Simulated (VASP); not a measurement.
Write the native input for VASP 6.6.1 that does the following.

| Item | Value |
| --- | --- |
| Task | relaxation of cell and atoms |
| Functional | PBE |
| Potentials or basis | VASP PAW PBE potentials, release 64 (W_sv) |
| Cutoff | 520 eV |
| k mesh | 12 × 12 × 12 |
| Occupations | gaussian, width 0.1 eV |
| Spin | no spin polarisation |
| Further INCAR settings | ALGO = Normal; EDIFF = 1e-07; IBRION = 2; EDIFFG = -0.002; NSW = 80; ISIF = 3 |

The structure of W lies in POSCAR:

```
W                                       
1.0
   -1.5932076511      1.5932076511      1.5932076511
    1.5932076511     -1.5932076511      1.5932076511
    1.5932076511      1.5932076511     -1.5932076511
  W             
     1
Direct
     0.0000000000000000    0.0000000000000000    0.0000000000000000
```

One way to write it, as run:

INCAR

```
SYSTEM = W
ALGO = Normal ; EDIFF = 1E-7
EDIFFG = -0.002 ; ENCUT = 520
GGA = PE ; IBRION = 2
ISIF = 3 ; ISMEAR = 0
LASPH = .True. ; LCHARG = .False.
LREAL = .False. ; LWAVE = .False.
NELM = 100 ; NSW = 80
PREC = Accurate ; SIGMA = 0.1
```

KPOINTS

```
k-points
0
Gamma
  12 12 12
  0 0 0
```

Potentials or basis: VASP PAW PBE potentials, release 64 (W_sv).

Command:

```sh
$ cat potpaw_PBE.64/W_sv/POTCAR > POTCAR
$ mpirun -np 1 vasp_std > vasp.out
```

Results of the run:

```json
{"Pressure after relaxing": "0.0 GPa", "Band gap on the k mesh": "none (metal or under the smearing width)"}
```

Caveat: the relaxation stopped at its first step, so nothing moved.

Wall time 7.2 s on 1 thread of Intel(R) Xeon(R) Platinum 8488C (Sapphire Rapids), on a shared host, peak memory 0.15 GiB.
